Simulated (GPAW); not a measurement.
Crystal: SiC.

```
Si C
1.0
     3.07569    0.00000    0.00000
    -1.53785    2.66363    0.00000
     0.00000    0.00000   10.07065
Si C
4 4
Direct
  0.00000 0.00000 0.18789
  0.00000 0.00000 0.68789
  0.33333 0.66667 0.43784
  0.66667 0.33333 0.93784
  0.00000 0.00000 0.00046
  0.00000 0.00000 0.50046
  0.33333 0.66667 0.24980
  0.66667 0.33333 0.74980
```

The cell is a database's computed one.

```yaml
Program: GPAW 26.7.0
Task: relaxation of cell and atoms
Functional: RPBE
Potentials_or_basis: the program's PAW data sets (release 1.2.1) made for this functional
Cutoff: 800 eV
Basis: pw
k_mesh: 6 × 6 × 2
Occupations: fermi-dirac, width 0.05 eV
Spin: no spin polarisation
```

At the start: pressure 8.5 GPa; volume 10.31 Å³/atom.

Task: Where does the relaxation end?

Result: Over 4 steps the energy falls by 11.0 meV/atom and the volume is 10.72 Å³/atom (+3.9 %); space group P6_3mc (No. 186, to 0.05 Å).

The path:
| step | energy change (eV) | largest force (eV/Å) | pressure (GPa) | volume (Å³) |
| --- | --- | --- | --- | --- |
| 1 | 0.0000 | 0.0060 | 8.51 | 82.50 |
| 2 | -0.0128 | 0.0026 | 7.82 | 82.75 |
| 3 | -0.0874 | 0.0209 | 0.27 | 85.61 |
| 4 | -0.0876 | 0.0104 | 0.01 | 85.72 |

Final structure:
```yaml
crystal:
  lattice:
    - [3.11566, 0.00000, 0.00000]
    - [-1.55783, 2.69824, 0.00000]
    - [0.00000, 0.00000, 10.19675]
  atoms:
    - { symbol: Si, position: [0.00000, 0.00000, 0.18793] }
    - { symbol: Si, position: [0.00000, 0.00000, 0.68793] }
    - { symbol: Si, position: [0.33333, 0.66667, 0.43784] }
    - { symbol: Si, position: [0.66667, 0.33333, 0.93784] }
    - { symbol: C, position: [0.00000, 0.00000, 0.00042] }
    - { symbol: C, position: [0.00000, 0.00000, 0.50042] }
    - { symbol: C, position: [0.33333, 0.66667, 0.24981] }
    - { symbol: C, position: [0.66667, 0.33333, 0.74981] }
```

Caveat: the k mesh is coarse; later steps reuse the first step's grids.
